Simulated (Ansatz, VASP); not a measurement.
# TiTe2 in VASP and in Ansatz

File POSCAR:

```
TiTe2
1.0
    3.6962848798      0.0000000000      0.0000000000
   -1.8481424399      3.2010766055      0.0000000000
    0.0000000000      0.0000000000      6.3828329764
Ti Te
1 2
Direct
    0.0000000000      0.0000000000      0.0000000000
    0.6666666667      0.3333333333      0.2711838249
    0.3333333333      0.6666666667      0.7288161751
```

Contents of INCAR.step1:

```
PREC = Accurate
ENCUT = 520
ISMEAR = 0
SIGMA = 0.1
LREAL = F
LASPH = T
NELM = 100
NBANDS = 19
GGA = PE
ALGO = Normal
EDIFF = 1E-4
LWAVE = T
LCHARG = F
```

INCAR.step2

```
PREC = Accurate
ENCUT = 520
EDIFF = 1E-6
ISMEAR = 0
SIGMA = 0.1
LREAL = F
LASPH = T
NELM = 100
ALGO = Normal
ISIF = 2
LWAVE = F
LCHARG = T
METAGGA = R2SCAN
LMIXTAU = T
LELF = T
LVHAR = T
NBANDS = 19
ISTART = 1
```

Contents of KPOINTS:

```
regular mesh
0
Gamma
  15 15 8
```

Input for Ansatz:

```yaml
crystal:
  lattice:
    - [3.6962848798, 0.0, 0.0]
    - [-1.8481424399, 3.2010766055, 0.0]
    - [0.0, 0.0, 6.3828329764]
  atoms:
    - { symbol: Ti, position: [0.0, 0.0, 0.0] }
    - { symbol: Te, position: [0.6666666667, 0.3333333333, 0.2711838249] }
    - { symbol: Te, position: [0.3333333333, 0.6666666667, 0.7288161751] }
basis:
  ecutwfc: 500
kpoints:
  mp_grid: { grid: [15, 15, 8] }
  band_path:
    path:
      - [[0.0, 0.0, 0.0], [0.5, 0.0, 0.0], [0.33333333, 0.33333333, 0.0], [0.0, 0.0, 0.0], [0.0, 0.0, 0.5], [0.5, 0.0, 0.5], [0.33333333, 0.33333333, 0.5], [0.0, 0.0, 0.5]]
      - [[0.5, 0.0, 0.5], [0.5, 0.0, 0.0]]
      - [[0.33333333, 0.33333333, 0.5], [0.33333333, 0.33333333, 0.0]]
    npoints: 14
hamiltonian:
  xc: r2scan
scf:
  occupations: { method: gaussian, width: 0.1 }
  n_extra_bands: 7
output:
  forces: true
  stress: true
  eigenvalues: true
  populations: true
  dos: { projected: true, de: 0.02, nscf_kmesh: { grid: [23, 23, 12] } }
  bader: true
```

Alike in both runs: task single point; functional r2SCAN; k mesh 15 × 15 × 8; occupations gaussian, width 0.1 eV; no spin polarisation.

|  | VASP | Ansatz |
| --- | --- | --- |
| version | VASP 6.6.1 | Ansatz 0.2.0 |
| potentials or method | VASP PAW PBE potentials, release 64 (Ti_sv, Te) | scalar-relativistic, plane waves, PAW |
| plane-wave cutoff (eV) | 520 | 500 |
| valence electrons in the cell | 24 | 44 |

|  | VASP | Ansatz | Ansatz less VASP |
| --- | --- | --- | --- |
| gap on the k mesh at the Fermi level (eV) | none | none | - |
| pressure (GPa) | 3.7 | 3.6 | -0.13 |
| largest component of the traceless stress (GPa) | 0.90 | 0.86 | -0.032 |
| rms of the force components (eV/Å) | 0.117 | 0.126 | +0.0098 |

Atom by atom the forces differ by 0.010 eV/Å (rms over components). A gap of «none» marks a metal or a gap that the smearing closes. With one functional, cell and mesh, what is left measures potentials, basis and numerics. The two sets of potentials don't hold the same shells in valence.

Caveats: the PAW data sets were made with another functional, which shifts forces and pressure a little (VASP). The runs have no spin-orbit coupling, so splittings on Te are missing.
